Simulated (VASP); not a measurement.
Wanted: the native input for a VASP 6.6.1 run.

```yaml
Task: single point
Functional: PBE
Dispersion: MBD
Potentials_or_basis: VASP PAW PBE potentials, release 64 (C)
Cutoff: 520 eV
k_mesh: 16 × 16 × 4
Occupations: fermi-dirac, width 0.05 eV
Spin: no spin polarisation
Further_INCAR_settings: ALGO = Normal; EDIFF = 1e-06; NBANDS = 16
```

The structure of C lies in POSCAR:

```
C
1.0
    2.4610000000      0.0000000000      0.0000000000
   -1.2305000000      2.1312885187      0.0000000000
    0.0000000000      0.0000000000      8.0496000000
C
4
Direct
    0.0000000000      0.0000000000      0.2500000000
    0.3333333333      0.6666666667      0.2500000000
    0.0000000000      0.0000000000      0.7500000000
    0.6666666667      0.3333333333      0.7500000000
```

The cell was built by a generator and needn't be a form met in nature.

These files were run (other wordings do the same):

INCAR

```
SYSTEM = C
ALGO = Normal ; EDIFF = 1E-6
ENCUT = 520 ; GGA = PE
ISIF = 2 ; ISMEAR = -1
IVDW = 202 ; LASPH = .TRUE.
LCHARG = .FALSE. ; LREAL = .FALSE.
LWAVE = .FALSE. ; NBANDS = 16
NELM = 100 ; PREC = Accurate
SIGMA = 0.05
```

KPOINTS

```
k-points
0
G
  16 16 4
  0 0 0
```

Potentials or basis: VASP PAW PBE potentials, release 64 (C).

The run is started by

```console
$ cat potpaw_PBE.64/C/POTCAR > POTCAR
$ mpirun -np 1 vasp_std > vasp.out
```

Results of the run:

The pressure is 0.2 GPa and the band gap on the k mesh is 1.00 eV, direct. The dispersion energy per atom is -0.119 eV.

Run time: 40 s on 1 thread of Intel(R) Xeon(R) 6975P-C (Granite Rapids) (shared host), peak memory 0.17 GiB.
